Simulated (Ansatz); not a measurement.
The system is BN.

```
N B
1.0
     0.00000    1.81300    1.81300
     1.81300    0.00000    1.81300
     1.81300    1.81300    0.00000
N B
1 1
Direct
  0.25000 0.25000 0.25000
  0.00000 0.00000 0.00000
```

The cell is a database's computed one.

| Property | Result |
| --- | --- |
| Program | Ansatz 0.2.0 |
| Task | relaxation of cell and atoms |
| Functional | LDA |
| Potentials or basis | all-electron LAPW, scalar-relativistic |
| Basis error allowed | 0.001 eV/atom |
| k mesh | 13 × 13 × 13 |
| Occupations | fermi-dirac, width 0.05 eV |
| Spin | no spin polarisation |

At the start: volume 5.96 Å³/atom.

**Question.** Where does the relaxation end?

**Answer.** Over 5 steps the energy falls by 9.9 meV/atom and the volume is 5.74 Å³/atom (-3.7 %); space group F-43m (No. 216, to 0.05 Å).

Step by step:
| step | energy change (eV) | largest force (eV/Å) | volume (Å³) |
| --- | --- | --- | --- |
| 1 | 0.0000 | 0.0000 | 11.92 |
| 2 | -0.0163 | 0.0000 | 11.66 |
| 3 | -0.0199 | 0.0000 | 11.47 |
| 4 | -0.0199 | 0.0000 | 11.48 |
| 5 | -0.0199 | 0.0000 | 11.48 |

Final structure:
```
N B
1.0
     0.00000    1.79049    1.79049
     1.79049    0.00000    1.79049
     1.79049    1.79049    0.00000
N B
1 1
Direct
  0.25000 0.25000 0.25000
  0.00000 0.00000 0.00000
```
